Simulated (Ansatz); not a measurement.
# Gaps and decay in MgS/KF stacks, part 2 of 4

How do the layer thicknesses change the gap of MgS/KF? The crystals are MgS rock salt(001) and KF rock salt(001), on a common net of side 3.833 Å (+3.6 % and +0.0 % against typed lattice constants near PBE's). Layer spacings come from each crystal relaxed along the normal on that net, and the joins take the mean spacing. The stacks are then relaxed. The first steps treat the bulk crystals alone.

Ansatz 0.2.0; PBE DFT, plane waves, PAW files (the session's first sound run).

So far, gap on path (eV): step 3 (band edges, strain 0.0365, crystal MgS rock salt(001)) 2.43.

## Step 5: The bulk crystal and its band edges, strain 0.0001, crystal KF rock salt(001)

The band edges of the next crystal.

input.yaml reads:

```yaml
crystal:
  lattice:
    - [3.833, 0.0, 0.0]
    - [0.0, 3.833, 0.0]
    - [0.0, 0.0, 5.4195235908]
  atoms:
    - { symbol: F, position: [0.0, 0.0, 0.0] }
    - { symbol: K, position: [0.5, 0.5, 0.0] }
    - { symbol: F, position: [0.5, 0.5, 0.5] }
    - { symbol: K, position: [0.0, 0.0, 0.5] }
kpoints:
  mp_grid: { grid: [6, 6, 6] }
  band_path: { path: [VBM, CBM], npoints: 24 }
scf:
  occupations: { method: fixed }
  max_iter: 120
hamiltonian:
  xc: pbe
output:
  eigenvalues: true
checkpoint:
  write: KF.run
  compress: false
  write_wavefunctions: false
```

Launch:

```
$ ansatz run input.yaml --threads 4 --pin off --max-ram 10240MiB --backend cpu --events-out ev --progress --plain --runs-dir out
```

Numbers of over 12 decimals in the logs are rounded to 6 here.

The log of the run:

```text
[...]
Crystal: 4 atoms, lattice volume = 79.623 Å³
Basis set: ecut = 420 eV, 1539 PW (Γ)
Bands: 20, of which v1, the nominal top of the filled ones, is band 16 counted from 1 (15 counted from 0)
Symmetry: 32 space group operations
[...]
k-points: 40 of 216
[...]
SCF iter   1: F=—  HF=-4697.607203 eV  |F-HF|=—  |Δ(HF+E_count)|=         —  Δρ=3.79e-4  dr2=4.62e-5  ethr=1.77e-3  ⟨swp⟩=4.6  Hψ=3375  notcnv=0  defer=65
[...]
SCF iter   6: F=-4697.606060 eV  HF=-4697.606060 eV  |F-HF|=4.13e-9  |Δ(HF+E_count)|=   2.55e-7  Δρ=1.70e-6  dr2=1.36e-9  ethr=3.13e-10  ⟨swp⟩=6.1  Hψ=3175  notcnv=0
SCF 1 converged in 6 iterations: F = -4697.606060 eV  dr2 = 1.36e-9
[...]
SCF converged after 6 iterations
Free energy (F): -4697.606060 eV
[...]
Internal energy: -4697.606060 eV  (E = F + TS)
E sigma→0 (E₀):  -4697.606060 eV
Fermi energy:    1.173948 eV
[...]
--- Band table (eV; the first three rows and the last of 40) ---
  k-point 0: bands = [... 12 lower, 1.1089, 1.1738, 1.1739, 1.1739, 7.1363, 9.3468, 11.2488, 11.7269]
  k-point 1: bands = [... 12 lower, 1.1091, 1.1091, 1.1646, 1.1646, 7.3836, 9.4563, 10.7852, 11.4729]
  k-point 2: bands = [... 12 lower, 1.1125, 1.1125, 1.1439, 1.1439, 8.0258, 9.7769, 9.8639, 10.8969]
  k-point 39: bands = [... 12 lower, 1.0002, 1.0002, 1.0002, 1.0002, 10.7632, 10.7632, 10.7632, 10.7632]
```

Run time: 2 s. Hardware: 4 threads of Arm Neoverse V2, shared host; peak memory 0.34 GiB; 7.2 s of CPU time.

This step gave:

* free energy: -4697.6061 eV
* gap on the k-mesh: 5.962 eV
* gap on path: 5.962 eV, by band count; negative where bands overlap

Levels at VBM (eV): -0.23, -0.07, -0.07, 0.00, 0.00, 0.00, 5.96.

The searched edges give 5.96 eV, as on the mesh.

## Step 6: Relaxing the interfaces, stack MgS 2 / KF 1, atomic layers of each crystal 2×1

System of this step: MgS (2) / KF (1). The cell holds 6 atoms: 2 S, 2 Mg, 1 F and 1 K. Its edges and angles: a = 3.833 Å, b = 3.833 Å, c = 8.288 Å, α = 76.6°, β = 76.6°, γ = 90.0°. Regions: 0: MgS, 4 atoms (2 S and 2 Mg); 1: KF, 2 atoms (1 F and 1 K). The structure's axis is c.

The stack is relaxed at a fixed cell, since the spacings at the joins were only estimated. The total length stays as laid.

input.yaml reads:

```yaml
crystal:
  lattice:
    - [3.833, 0.0, 0.0]
    - [0.0, 3.833, 0.0]
    - [1.9165, 1.9165, 7.8324271199]
  atoms:
    - { symbol: S, position: [0.0, 0.0, 0.0] }
    - { symbol: Mg, position: [0.5, 0.5, 0.0] }
    - { symbol: S, position: [0.3364917654, 0.3364917654, 0.3270164692] }
    - { symbol: Mg, position: [-0.1635082346, -0.1635082346, 0.3270164692] }
    - { symbol: F, position: [-0.3317541173, -0.3317541173, 0.6635082346] }
    - { symbol: K, position: [0.1682458827, 0.1682458827, 0.6635082346] }
kpoints:
  mp_grid: { grid: [6, 6, 4] }
scf:
  occupations: { method: fixed }
  max_iter: 120
hamiltonian:
  xc: pbe
output:
  eigenvalues: false
  forces: true
relax:
  f_tol: 0.02
  max_steps: 40
```

The log of the run:

```text
Warning: crystal.symmetry: narrowed to the stabiliser of the k-point mesh — unitary ops 16 → 4; excluded 12 operations that carry a point of the 6×6×4 mesh (shift [0, 0, 0]) off the mesh (the run samples exactly the mesh kpoints.mp_grid names, as under crystal.symmetry.detect: false, and its converged state has the mesh's symmetry, not the crystal's; ε∞, the Born charges and the force constants of a linear response (`dielectric:` by the response, `phonons.method: dfpt`) are averaged over those of the crystal's operations that the state keeps within a tolerance, where `mesh_tensors`, `unaveraged_element` or `gamma_mean_max_change_ev_ang2` stands beside them; [rest of the remark cut]
settings of this run that can trade accuracy for cost: output.eigenvalues: false. Do not mix this run's numbers with those of runs without the same settings; the input reference describes each key
[...]
Crystal: 6 atoms, lattice volume = 115.073 Å³
Basis set: ecut = 420 eV, 2247 PW (Γ), exchange–correlation on 54×54×120 points (8 copies of the dense FFT grid, shifted against one another)
Bands: 30, of which v1, the nominal top of the filled ones, is band 24 counted from 1 (23 counted from 0)
Symmetry: 4 space group operations
k-points: 47 of 144
[...]
SCF iter   1: F=—  HF=-8005.080769 eV  |F-HF|=—  |Δ(HF+E_count)|=         —  Δρ=1.84e-3  dr2=8.63e-3  ethr=1.77e-3  ⟨swp⟩=5.0  Hψ=5237  notcnv=0  defer=188
[...]
SCF iter   6: F=-8005.076315 eV  HF=-8005.076315 eV  |F-HF|=3.28e-8  |Δ(HF+E_count)|=   2.16e-6  Δρ=2.46e-5  dr2=5.30e-7  ethr=1.76e-8  ⟨swp⟩=4.0  Hψ=4359  notcnv=0
SCF 1 converged in 6 iterations: F = -8005.076315 eV  dr2 = 5.30e-7
[...]
relax step   1: F+E_penalty+E_count = -8005.07631493 eV  Δ(F+E_penalty+E_count) = +0.000e0 eV  max|allowed force component| = 1.439e0 eV/Å  Δτ_max = 0.0000 Å  (6 SCF iters, dr2 threshold 1.00e-5 eV, accepted)
[...]
SCF iter   6: F=-8005.170360 eV  HF=-8005.170359 eV  |F-HF|=7.60e-7  |Δ(HF+E_count)|=   8.78e-6  Δρ=3.94e-5  dr2=2.30e-6  ethr=7.35e-8  ⟨swp⟩=4.0  Hψ=4191  notcnv=0
SCF 2 converged in 6 iterations: F = -8005.170360 eV  dr2 = 2.30e-6
relax step   2: F+E_penalty+E_count = -8005.17035980 eV  Δ(F+E_penalty+E_count) = -9.404e-2 eV  max|allowed force component| = 7.992e-1 eV/Å  Δτ_max = 0.1925 Å  (6 SCF iters, dr2 threshold 1.00e-4 eV, accepted)
SCF iter   1: F=—  HF=-8005.243625 eV  |F-HF|=—  |Δ(HF+E_count)|=         —  Δρ=5.61e-3  dr2=2.09e-2  ethr=3.66e-4  ⟨swp⟩=4.7  Hψ=3977  notcnv=0  defer=93
[...]
SCF iter   5: F=-8005.240167 eV  HF=-8005.240178 eV  |F-HF|=1.06e-5  |Δ(HF+E_count)|=   2.37e-5  Δρ=9.00e-5  dr2=2.03e-5  ethr=8.32e-8  ⟨swp⟩=3.0  Hψ=5215  notcnv=0
SCF 3 converged in 5 iterations: F = -8005.240167 eV  dr2 = 2.03e-5
relax step   3: F+E_penalty+E_count = -8005.24016734 eV  Δ(F+E_penalty+E_count) = -6.981e-2 eV  max|allowed force component| = 1.718e-1 eV/Å  Δτ_max = 0.0872 Å  (5 SCF iters, dr2 threshold 3.99e-5 eV, accepted)
[...]
relax step   4: F+E_penalty+E_count = -8005.24296209 eV  Δ(F+E_penalty+E_count) = -2.795e-3 eV  max|allowed force component| = 2.777e-2 eV/Å  Δτ_max = 0.0109 Å  (5 SCF iters, dr2 threshold 1.84e-6 eV, accepted)
SCF iter   1: F=—  HF=-8005.243053 eV  |F-HF|=—  |Δ(HF+E_count)|=         —  Δρ=1.42e-4  dr2=1.27e-5  ethr=1.76e-6  ⟨swp⟩=3.0  Hψ=2588  notcnv=0  defer=94
[...]
SCF iter   4: F=-8005.243032 eV  HF=-8005.243032 eV  |F-HF|=2.16e-9  |Δ(HF+E_count)|=   2.54e-7  Δρ=5.26e-6  dr2=2.64e-8  ethr=2.08e-10  ⟨swp⟩=3.0  Hψ=5250  notcnv=0
SCF 5 converged in 4 iterations: F = -8005.243032 eV  dr2 = 2.64e-8
relax step   5: F+E_penalty+E_count = -8005.24303199 eV  Δ(F+E_penalty+E_count) = -6.990e-5 eV  max|allowed force component| = 1.241e-3 eV/Å  Δτ_max = 0.0025 Å  (4 SCF iters, accepted)
SCF converged after 4 iterations
Free energy (F): -8005.243032 eV
[...]
Internal energy: -8005.243032 eV  (E = F + TS)
E sigma→0 (E₀):  -8005.243032 eV
Fermi energy:    4.903277 eV
[...]
--- Forces (eV/Å), atoms counted from 1 ---
  atom   1  S      0.00000095     0.00000095    -0.00124085
  atom   2  Mg    -0.00000074    -0.00000074    -0.00038202
  atom   3  S     -0.00000095    -0.00000095     0.00124085
  atom   4  Mg     0.00000074     0.00000074     0.00038202
  atom   5  F      0.00000000     0.00000000     0.00000000
  atom   6  K      0.00000000     0.00000000     0.00000000
  max |Σ_I F_I| component: 1.63e-19 eV/Å
--- Relaxed structure (5 steps of the walk, 5 accepted, 0 SCFs on fresh bases) ---
  F+E_penalty+E_count = -8005.24303199 eV   max|allowed force component| = 1.241e-3 eV/Å
  atoms:
    - { symbol: S, position: [-0.00750652, -0.00750652, 0.015013] }
    - { symbol: Mg, position: [0.501587, 0.501587, -0.00317362] }
    - { symbol: S, position: [0.343998, 0.343998, 0.312003] }
    - { symbol: Mg, position: [-0.165095, -0.165095, 0.330190] }
    - { symbol: F, position: [-0.331754, -0.331754, 0.663508] }
    - { symbol: K, position: [0.168246, 0.168246, 0.663508] }
[...]
```

The job ended after 6.9 s (4 threads; peak memory 0.48 GiB).

Relaxation path:

| step | energy less that of the first step (eV) | largest force component (eV/Å) |
| --- | --- | --- |
| 1 | 0.0000 | 1.4390 |
| 2 | -0.0940 | 0.7992 |
| 3 | -0.1639 | 0.1718 |
| 4 | -0.1666 | 0.0278 |
| 5 | -0.1667 | 0.0012 |

The atoms that moved most (Å):

| atom | dx | dy | dz | length |
| --- | --- | --- | --- | --- |
| S1 | 0.000 | 0.000 | 0.118 | 0.118 |
| S3 | 0.000 | 0.000 | -0.118 | 0.118 |
| Mg2 | 0.000 | 0.000 | -0.025 | 0.025 |
| Mg4 | 0.000 | 0.000 | 0.025 | 0.025 |

Final coordinates:

```xyz
6
Lattice="3.8330 0.0000 0.0000 0.0000 3.8330 0.0000 1.9165 1.9165 7.8324" Properties=species:S:1:pos:R:3 pbc="T T T"
S     0.0000    0.0000    0.1176
Mg    1.9165    1.9165   -0.0249
S     1.9165    1.9165    2.4437
Mg    0.0000    0.0000    2.5862
F     0.0000    0.0000    5.1969
K     1.9165    1.9165    5.1969
```

Numbers from this step:

* free energy: -8005.2430 eV
* Fermi energy: 4.903 eV

The largest force component on a free atom ends at 0.0012 eV/Å.

## Step 7: Band edges of the superlattice, atomic layers of each crystal 2×1, k-mesh 6×6×4

The band edges of this cell are searched, off the mesh as well. The next step's energy window follows from its gap.

input.yaml reads:

```yaml
crystal:
  lattice:
    - [3.833, 0.0, 0.0]
    - [0.0, 3.833, 0.0]
    - [1.9165, 1.9165, 7.8324271199]
  atoms:
    - { symbol: S, position: [-0.0075065232, -0.0075065232, 0.0150130521] }
    - { symbol: Mg, position: [0.501586812, 0.501586812, -0.003173618] }
    - { symbol: S, position: [0.3439982886, 0.3439982886, 0.3120034171] }
    - { symbol: Mg, position: [-0.1650950466, -0.1650950466, 0.3301900872] }
    - { symbol: F, position: [-0.3317541173, -0.3317541173, 0.6635082346] }
    - { symbol: K, position: [0.1682458827, 0.1682458827, 0.6635082346] }
kpoints:
  mp_grid: { grid: [6, 6, 4] }
  band_path: { path: [VBM, CBM], npoints: 24 }
scf:
  occupations: { method: fixed }
  max_iter: 120
hamiltonian:
  xc: pbe
output:
  eigenvalues: true
  write_potential: true
  write_density: true
  volumetric_format: npy
  elf: true
```

The log of the run:

```text
[...]
Crystal: 6 atoms, lattice volume = 115.073 Å³
Basis set: ecut = 420 eV, 2247 PW (Γ)
Bands: 30, of which v1, the nominal top of the filled ones, is band 24 counted from 1 (23 counted from 0)
Symmetry: 4 space group operations
k-points: 47 of 144
[...]
SCF iter   1: F=—  HF=-8005.248036 eV  |F-HF|=—  |Δ(HF+E_count)|=         —  Δρ=2.10e-3  dr2=1.02e-2  ethr=1.77e-3  ⟨swp⟩=5.0  Hψ=5263  notcnv=0  defer=187
[...]
SCF iter   7: F=-8005.243146 eV  HF=-8005.243146 eV  |F-HF|=1.30e-8  |Δ(HF+E_count)|=   1.15e-7  Δρ=3.55e-6  dr2=1.75e-8  ethr=2.08e-10  ⟨swp⟩=9.2  Hψ=6417  notcnv=0
SCF 1 converged in 7 iterations: F = -8005.243146 eV  dr2 = 1.75e-8
[...]
SCF converged after 7 iterations
Free energy (F): -8005.243146 eV
[...]
Internal energy: -8005.243146 eV  (E = F + TS)
E sigma→0 (E₀):  -8005.243146 eV
Fermi energy:    4.903312 eV
[...]
--- Band table (eV; the first three rows and the last of 47) ---
  k-point 0: bands = [... 20 lower, 3.6140, 4.1297, 4.8109, 4.8109, 7.4135, 9.1603, 9.9922, 10.7267, ... 2 higher]
  k-point 1: bands = [... 20 lower, 3.6382, 3.8530, 4.7731, 4.7731, 7.7693, 8.8830, 9.8322, 10.7958, ... 2 higher]
  k-point 2: bands = [... 20 lower, 3.6638, 3.6638, 4.7341, 4.7341, 8.4160, 8.4203, 9.7284, 10.1019, ... 2 higher]
  k-point 46: bands = [... 20 lower, 3.0593, 3.2320, 3.3496, 3.7860, 8.0368, 8.7435, 9.9022, 10.9349, ... 2 higher]
```

The job ended after 11 s (4 threads; peak memory 0.45 GiB).

This step gave:

- free energy: -8005.2431 eV
- gap on the k-mesh: 2.510 eV
- gap on path: 2.456 eV, by band count; negative where bands overlap
- edge places on path: 0, 0.4920 1/A along the path

Electronic bands along the path, in eV, zero at the Fermi level (highest filled level under fixed occupations); # counts the bands kept:

| point | #6 | #7 | #8 | #9 | #10 | #11 | #12 | #13 |
| --- | --- | --- | --- | --- | --- | --- | --- | --- |
| VBM | -2.25 | -1.35 | -0.83 | 0.05 | 4.15 | 5.24 | 6.35 | 6.70 |
| halfway | -1.62 | -0.69 | -0.33 | -0.24 | 3.31 | 4.51 | 5.75 | 6.17 |
| CBM | -1.29 | -0.77 | -0.09 | -0.09 | 2.51 | 4.26 | 5.09 | 5.82 |

Valence density in the ca plane at fractional y = 0.168, with atoms of K within 0.2 Å of it. It is the smooth field of the valence electrons, not physical close to the nuclei.

Ten steps, logarithmic in the rise over the least value, from '0' (0.0 e/Å³) to '9' (4.1 e/Å³), each cell a mean:
```
66532112221112456432456
65432111111000122211345
44322222211000000000134
22222344321000000000112
11123455543111211000011
21123566654224554200122
32223566664347887521233
54322456664348999742345
65422345554247999853456
66532223332225798743466
```
Columns run along c (8.3 Å), rows up along a (3.8 Å). Atoms in or near the plane, at fractional coordinates: K at (0.66, 0.17).

ELF in the ca plane at fractional y = 0.168, with atoms of K within 0.2 Å of it. It is the smooth field of the valence electrons, not physical close to the nuclei.

Values, 6 rows by 16 columns, each cell a mean:
```
0.84 0.79 0.52 0.13 0.08 0.19 0.29 0.19 0.03 0.15 0.49 0.57 0.27 0.15 0.72 0.86
0.74 0.57 0.25 0.16 0.30 0.36 0.27 0.11 0.02 0.01 0.01 0.02 0.02 0.08 0.45 0.70
0.19 0.14 0.17 0.49 0.76 0.83 0.76 0.39 0.03 0.06 0.09 0.03 0.01 0.04 0.11 0.18
0.28 0.11 0.24 0.68 0.82 0.83 0.85 0.54 0.14 0.63 0.78 0.61 0.16 0.10 0.41 0.46
0.78 0.48 0.17 0.47 0.80 0.85 0.86 0.55 0.24 0.82 0.74 0.82 0.57 0.17 0.72 0.85
0.83 0.77 0.39 0.17 0.49 0.76 0.78 0.49 0.13 0.70 0.82 0.84 0.65 0.19 0.76 0.85
```
Columns run along c (8.3 Å), rows up along a (3.8 Å). Atoms in or near the plane, at fractional coordinates: K at (0.66, 0.17).

Electrostatic potential energy in the ca plane at fractional y = 0.168, with atoms of K within 0.2 Å of it. With pseudopotentials it is smooth inside the atoms' cores, unlike the true potential.

Values in eV, 6 rows by 16 columns, each cell a mean:
```
-12   1   8   7   6   6   8   9   8   6   1  -1   4   8   6  -5
  5   7   9   8   6   6   8   9   9   8   8   8   8   9   8   7
  6   7   8   8   4   3   7   9   8   7   7   8   9   9   8   7
  6   6   8   6  -7 -18  -4   7   6  -3 -11  -3   6   8   8   7
  3   7   9   8   0 -12  -4   6   3 -20 -32 -28  -5   7   7   3
-15   2   8   8   7   5   7   8   6  -8 -28 -28  -7   6   3 -14
```
Columns run along c (8.3 Å; values clipped at the 3rd and 97th percentile), rows up along a (3.8 Å). Atoms in or near the plane, at fractional coordinates: K at (0.66, 0.17).

The searched edges give 2.46 eV, under the 2.51 eV of the mesh, which misses an edge.

## Step 8: Minibands and complex bands along the stacking, atomic layers of each crystal 2×1, k-mesh 6×6×4

This step: PBE DFT, plane waves, PAW files; complex bands by layer matching along the plane's normal (Ansatz 0.2.0).

The whole cell is now the period, so open channels are minibands and Im kz is the decay through the stack.

Changes to input.yaml since step 7:

```diff
@@ -14,3 +14,2 @@
   mp_grid: { grid: [6, 6, 4] }
-  band_path: { path: [VBM, CBM], npoints: 24 }
 scf:
@@ -22,5 +21,6 @@
   eigenvalues: true
-  write_potential: true
-  write_density: true
-  volumetric_format: npy
-  elf: true
+  transmission:
+    leads: [[0, 0]]
+    kpoints: [[0.0, 0.0], [0.2109, -0.2135]]
+    e_range: [-1.5, 3.96]
+    de: 0.08
```

The log of the run:

```text
[...]
Crystal: 6 atoms, lattice volume = 115.073 Å³
Basis set: ecut = 420 eV, 2247 PW (Γ)
Bands: 30, of which v1, the nominal top of the filled ones, is band 24 counted from 1 (23 counted from 0)
Symmetry: 4 space group operations
k-points: 47 of 144
[...]
SCF iter   1: F=—  HF=-8005.248036 eV  |F-HF|=—  |Δ(HF+E_count)|=         —  Δρ=2.10e-3  dr2=1.02e-2  ethr=1.77e-3  ⟨swp⟩=5.0  Hψ=5263  notcnv=0  defer=187
[...]
SCF iter   7: F=-8005.243146 eV  HF=-8005.243146 eV  |F-HF|=1.30e-8  |Δ(HF+E_count)|=   1.15e-7  Δρ=3.55e-6  dr2=1.75e-8  ethr=2.08e-10  ⟨swp⟩=9.2  Hψ=6417  notcnv=0
SCF 1 converged in 7 iterations: F = -8005.243146 eV  dr2 = 1.75e-8
[...]
transmission: 11 of 22 steps passed
transmission: 22 of 22 steps passed
SCF converged after 7 iterations
Free energy (F): -8005.243146 eV
[...]
Internal energy: -8005.243146 eV  (E = F + TS)
E sigma→0 (E₀):  -8005.243146 eV
Fermi energy:    4.903312 eV
[...]
--- Band table (eV; the first three rows and the last of 47) ---
  k-point 0: bands = [... 20 lower, 3.6140, 4.1297, 4.8109, 4.8109, 7.4135, 9.1603, 9.9922, 10.7267, ... 2 higher]
  k-point 1: bands = [... 20 lower, 3.6382, 3.8530, 4.7731, 4.7731, 7.7693, 8.8830, 9.8322, 10.7958, ... 2 higher]
  k-point 2: bands = [... 20 lower, 3.6638, 3.6638, 4.7341, 4.7341, 8.4160, 8.4203, 9.7284, 10.1019, ... 2 higher]
  k-point 46: bands = [... 20 lower, 3.0593, 3.2320, 3.3496, 3.7860, 8.0368, 8.7435, 9.9022, 10.9349, ... 2 higher]
--- Transmission ---
  basis      : 137 plane waves across, 11 finite elements along
  points     : 2, as listed
  energies   : 69 from -1.500000 to 3.940000 eV about the Fermi level, 0.080000 eV apart; the leads are filled to 1.255080 eV, and channels, transmission and decay are at 1.220000 eV
  crystal 0  : Mg2S2F1K1, at the sites [0, 0], period 7.8324 Å: whole cells are its period
    offset         : up to 0.0000 Å between an atom of the period and one for which it stands
    channels       : 0.000000e0 a spin
    conductance    : none, the energies end too early or step too widely for 300 K: set another output.transmission.e_range or a lower de, or, where they end at an eighth of basis.ecutwfc, a higher one
    slowest decay  : 0.2858 /Å at (0.0000, 0.0000)
```

The job ended after 8.3 s (4 threads; peak memory 0.56 GiB; 28 s of CPU time).

This step gave:

| Quantity | Value |
| --- | --- |
| decay constant at the filling level, zone centre | 0.2858 Å⁻¹ |
| decay constant at the filling level, slowest listed point | 0.2858 Å⁻¹ |

Lower lead, k parallel (0, 0); values up to 1.5 1/Å, a degenerate pair printed once or twice; energies at which all values exceed this have no row. Table of Im kz of the slowest decaying states by energy, zero at the highest filled level on the SCF mesh:

| energy (eV) | decay 1 (Å⁻¹) | decay 2 (Å⁻¹) | decay 3 (Å⁻¹) | decay 4 (Å⁻¹) |
| --- | --- | --- | --- | --- |
| -1.500 | 0.0444 | 0.408 | 0.586 | 1.34 |
| -1.020 | 0.339 | 0.565 | 1.29 | - |
| -0.460 | 0.186 | 0.337 | 0.539 | 1.23 |
| 0.020 | 0.264 | 0.268 | 0.516 | 1.17 |
| 0.500 | 0.294 | 0.465 | 0.494 | 1.12 |
| 0.980 | 0.295 | 0.470 | 0.538 | 1.05 |
| 1.460 | 0.271 | 0.443 | 0.577 | 0.990 |
| 2.020 | 0.204 | 0.405 | 0.600 | 0.908 |
| 2.500 | 0.0314 | 0.364 | 0.607 | 0.607 |
| 2.980 | 0.309 | 0.605 | 0.745 | 1.38 |
| 3.460 | 0.233 | 0.597 | 0.646 | 1.35 |

Lower lead, k parallel (0.2109, -0.2135); values up to 1.5 1/Å, a degenerate pair printed once or twice; energies at which all values exceed this have no row. Table of Im kz of the slowest decaying states by energy, zero at the highest filled level on the SCF mesh:

| energy (eV) | decay 1 (Å⁻¹) | decay 2 (Å⁻¹) | decay 3 (Å⁻¹) | decay 4 (Å⁻¹) |
| --- | --- | --- | --- | --- |
| -1.50 | 0.137 | 0.322 | 0.348 | 1.06 |
| -1.26 | 0.311 | 0.351 | 1.04 | 1.11 |
| -1.10 | 0.251 | 0.376 | 1.02 | 1.09 |
| -0.86 | 0.122 | 0.426 | 0.992 | 1.07 |
| -0.62 | 0.151 | 0.302 | 0.490 | 0.957 |
| -0.38 | 0.103 | 0.390 | 0.565 | 0.911 |
| -0.22 | 0.426 | 0.629 | 0.865 | 0.984 |
| 0.02 | 0.466 | 0.763 | 0.935 | 1.49 |
| 0.26 | 0.217 | 0.494 | 0.791 | 0.853 |
| 0.42 | 0.284 | 0.508 | 0.745 | 0.834 |
| 0.66 | 0.362 | 0.525 | 0.633 | 0.868 |
| 0.90 | 0.442 | 0.537 | 0.551 | 0.876 |
| 1.14 | 0.499 | 0.546 | 0.873 | 1.36 |
| 1.30 | 0.501 | 0.550 | 0.867 | 1.35 |
| 1.54 | 0.504 | 0.554 | 0.855 | 1.32 |
| 1.78 | 0.506 | 0.556 | 0.840 | 1.29 |
| 2.02 | 0.509 | 0.555 | 0.820 | 1.26 |
| 2.18 | 0.510 | 0.553 | 0.805 | 1.24 |
| 2.42 | 0.513 | 0.550 | 0.779 | 1.21 |
| 2.66 | 0.517 | 0.544 | 0.748 | 1.18 |
| 2.82 | 0.521 | 0.539 | 0.723 | 1.16 |
| 3.06 | 0.525 | 0.531 | 0.684 | 1.13 |
| 3.30 | 0.501 | 0.516 | 0.543 | 0.649 |
| 3.54 | 0.393 | 0.509 | 0.583 | 0.609 |
| 3.70 | 0.339 | 0.500 | 0.520 | 0.623 |
| 3.94 | 0.240 | 0.455 | 0.486 | 0.632 |

At the listed wavevectors the last open channel is at +0.02 eV and the next at +2.58 eV on the grid. At +1.22 eV, the grid energy nearest the filling level (the middle of the gap on the SCF mesh), the slowest state at the listed wavevectors decays with κ = 0.286 Å⁻¹, its amplitude falling by e over 3.5 Å.

(Continued in part 3 of 4.)

[Logs are printed without paths, hosts, clocks, repeated set-up lines and the standing remarks that a program may print on its own settings, such as how far it seeks lower states.]

[Hosts, paths, dates, database ids (printed as entryN), source tags and the programs' standing remarks are cut or masked in the printed files.]
